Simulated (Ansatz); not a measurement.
Problem. ZrO2 in space group P2_1/c (No. 14; Zr on 4e, O on 4e, O on 4e) is relaxed with the program Ansatz at the r²SCAN level (PAW). What lattice parameters of the conventional cell result?

Solution. a = 5.153 Å, b = 5.225 Å, c = 5.331 Å, β = 99.4°.

Problem. Give the free coordinates with the occupied sites.

Solution. In one choice of origin and axes:

```
atom  site  symmetry       x       y       z
----  ----  --------  ------  ------  ------
Zr      4e         1  0.2761  0.0422  0.2098
O       4e         1  0.0688  0.3327  0.3448
O       4e         1  0.5503  0.2573  0.0223
```

Problem. Is it a metal or does it have a gap at this level?

Solution. A gap of 4.16 eV, indirect.

The r²SCAN relaxation kept the symmetry of its start. The run is not spin-polarised. Spin–orbit coupling is left out wherever it is not named.

Potentials: the earlier of the program's two PAW sets. The files were generated under PBE; for other functionals the program regenerates the frozen cores, and for LDA and PBEsol the local potential too.
